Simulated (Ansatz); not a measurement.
## hcp against fcc along group 11 and 12

Computed with Ansatz 0.2.0, DFT, revPBE, plane waves (420 eV) with PAW, scalar-relativistic. (PAW data from PBE, frozen cores regenerated.)

Each structure is relaxed within its symmetry, in the lowest magnetic state of the tried starts. Differences under about 8 meV lie within the error of the k-point mesh.

| element | E(hcp) − E(fcc) (meV/atom) | V(hcp) (Å³/atom) | V(fcc) (Å³/atom) | state of hcp | state of fcc |
| --- | --- | --- | --- | --- | --- |
| Cu | 9 | 12.29 | 12.26 | spin not included | spin not included |
| Ag | 1 | 18.50 | 18.43 | spin not included | spin not included |
| Au | 5 | 18.36 | 18.33 | spin not included | spin not included |
| Zn | -23 | 15.66 | 15.69 | spin not included | spin not included |
| Cd | ? | ? | ? | ? | ? |

**Question.** Fill in the row of Cd.

**Answer.** E(hcp) − E(fcc) (meV/atom): -3; V(hcp) (Å³/atom): 24.12; V(fcc) (Å³/atom): 23.97; state of hcp: spin not included; state of fcc: spin not included.
